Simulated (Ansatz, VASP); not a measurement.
## Two plane-wave programs on Zr

```xyz
3
Lattice="3.1233 0.0000 0.0000 0.0000 3.1233 0.0000 0.0000 0.0000 21.1739" Properties=species:S:1:pos:R:3 pbc="T T T"
Zr    1.5616    1.5616    4.0000
Zr    0.0000    0.0000    6.0871
Zr    1.5616    1.5616    8.1739
```

Alike in both runs: task single point; functional LDA; k mesh 9 × 9 × 1; occupations gaussian, width 0.1 eV; no spin polarisation.

|  | VASP | Ansatz |
| --- | --- | --- |
| version | VASP 6.6.1 | Ansatz 0.2.0 |
| potentials or method | VASP PAW LDA potentials, release 64 (Zr_sv) | scalar-relativistic, plane waves, PAW |
| plane-wave cutoff (eV) | 520 | 420 |
| valence electrons in the cell | 36 | 36 |

```csv
,VASP,Ansatz,Ansatz less VASP
gap on the k mesh at the Fermi level (eV),none,none,-
rms of the force components (eV/Å),0.006,0.001,-0.0052
"work function, face that differs most (eV)",4.08,4.07,-0.003
```

Atom by atom the forces differ by 0.006 eV/Å (rms over components). A gap of «none» marks a metal or a gap that the smearing closes.
